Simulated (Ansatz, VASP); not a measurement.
# Two plane-wave programs on MgI2

The input INCAR:

```
PREC = Accurate
ENCUT = 520
EDIFF = 1E-7
ISMEAR = 0
SIGMA = 0.05
LREAL = False
LASPH = True
NELM = 60
ALGO = Normal
ISIF = 2
LWAVE = False
LCHARG = False
GGA = PE
NBANDS = 15
```

Contents of KPOINTS:

```
Automatic mesh
0
Gamma
  6 6 4
```

The input POSCAR:

```
MgI2
1.0
    4.1154617896      0.0000000000      0.0000000000
   -2.0577308948      3.5640944581      0.0000000000
    0.0000000000      0.0000000000      7.6413829923
Mg I
1 2
Direct
    0.0000000000      0.0000000000      0.0000000000
    0.3333333333      0.6666666667      0.7897071656
    0.6666666667      0.3333333333      0.2102928344
```

Input for Ansatz:

```yaml
crystal:
  lattice:
    - [4.1154617896, 0.0, 0.0]
    - [-2.0577308948, 3.5640944581, 0.0]
    - [0.0, 0.0, 7.6413829923]
  atoms:
    - { symbol: Mg, position: [0.0, 0.0, 0.0] }
    - { symbol: I, position: [0.3333333333, 0.6666666667, 0.7897071656] }
    - { symbol: I, position: [0.6666666667, 0.3333333333, 0.2102928344] }
basis:
  ecutwfc: 520.0
kpoints:
  mp_grid: { grid: [6, 6, 4] }
hamiltonian:
  xc: pbe
scf:
  occupations: { method: gaussian, width: 0.05 }
output:
  forces: true
  stress: true
  eigenvalues: true
  write_density: true
  write_potential: true
  elf: true
  volumetric_format: npy
```

Alike in both runs: task single point; functional PBE; k mesh 6 × 6 × 4; occupations gaussian, width 0.05 eV; no spin polarisation.

```csv
,VASP,Ansatz
version,VASP 6.6.1,Ansatz 0.2.0
potentials or method,"VASP PAW PBE potentials, release 64 (Mg, I)","scalar-relativistic, plane waves, PAW"
plane-wave cutoff (eV),520,520
valence electrons in the cell,16,44
```

|  | VASP | Ansatz | Ansatz less VASP |
| --- | --- | --- | --- |
| gap on the k mesh at the Fermi level (eV) | 3.72 | 3.74 | +0.017 |
| least direct gap on the mesh (eV) | 4.03 | 4.04 | +0.012 |
| pressure (GPa) | 2.3 | 2.4 | +0.05 |
| largest component of the traceless stress (GPa) | 0.09 | 0.08 | -0.007 |
| rms of the force components (eV/Å) | 0.243 | 0.247 | +0.0044 |

Atom by atom the forces differ by 0.004 eV/Å (rms over components). With one functional, cell and mesh, what is left measures potentials, basis and numerics. The two sets of potentials don't hold the same shells in valence.

Caveats: spin-orbit coupling is left out, which moves the levels of the heavy elements; this functional lacks dispersion, which binds the layers, so the pressure and a relaxed spacing across them are unreliable. A k mesh can miss the band edges.
